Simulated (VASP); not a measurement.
**HfS2: relaxation of cell and atoms with PBE+D3(BJ)**

Crystal: HfS2.

```
Hf S
1.0
     3.59684    0.00000    0.00000
    -1.79842    3.11495    0.00000
     0.00000    0.00000    5.77000
Hf S
1 2
Direct
  0.00000 0.00000 0.00000
  0.66667 0.33333 0.74784
  0.33333 0.66667 0.25216
```

The cell is a database's computed one.

```yaml
Program: VASP 6.6.1
Task: relaxation of cell and atoms
Functional: PBE
Dispersion: D3(BJ)
Potentials_or_basis: VASP PAW PBE potentials, release 64 (Hf_pv, S)
Cutoff: 600 eV
k_mesh: 9 × 9 × 5
Occupations: gaussian, width 0.03 eV
Spin: no spin polarisation
Further_INCAR_settings: ALGO = Normal; EDIFF = 1e-07; IBRION = 2; EDIFFG = -0.005; NSW = 90; ISIF = 3
```

```
Relaxed volume                         : 21.56 Å³/atom
Relaxed cell                           : a = 3.599 Å, b = 3.599 Å, c = 5.765 Å, α = 90.00°, β = 90.00°, γ = 120.00°
Space group after relaxing (to 0.05 Å) : P-3m1 (No. 164)
Energy gained by relaxing              : 0.0 meV/atom
Ionic steps                            : 4
Pressure after relaxing                : 0.0 GPa
Largest force after relaxing           : 0.003 eV/Å
Band gap on the k mesh                 : 0.91 eV, indirect (least direct gap 1.86 eV)
Dispersion energy per atom             : -0.342 eV
```

Forces on the atoms (eV/Å):
```
Hf   0.000  0.000  0.000
S    0.000  0.000 -0.003
S    0.000  0.000  0.003
```

Final structure:
```cif
data_structure
_symmetry_space_group_name_H-M 'P 1'
_symmetry_Int_Tables_number 1
_cell_length_a 3.5994
_cell_length_b 3.5994
_cell_length_c 5.7653
_cell_angle_alpha 90.000
_cell_angle_beta 90.000
_cell_angle_gamma 120.000
_cell_volume 64.69
loop_
_atom_site_label
_atom_site_type_symbol
_atom_site_fract_x
_atom_site_fract_y
_atom_site_fract_z
_atom_site_occupancy
Hf1 Hf 0.00000 0.00000 0.00000 1
S1 S 0.66667 0.33333 0.74789 1
S2 S 0.33333 0.66667 0.25211 1
```

Levels at points of the mesh, in eV from the valence-band top:
```tsv
k point	band 9	band 10	band 11	band 12	band 13	band 14
(0.00, 0.00, 0.00)	-0.16	-0.16	0.00	1.89	1.89	2.44
```

Run time: 75 s on 1 thread of Intel(R) Xeon(R) 6975P-C (Granite Rapids) (shared host), peak memory 0.24 GiB.

Caveat: spin-orbit coupling is left out, which moves the levels of the heavy elements; an odd mesh through Γ misses points on the zone boundary, where band edges often lie.
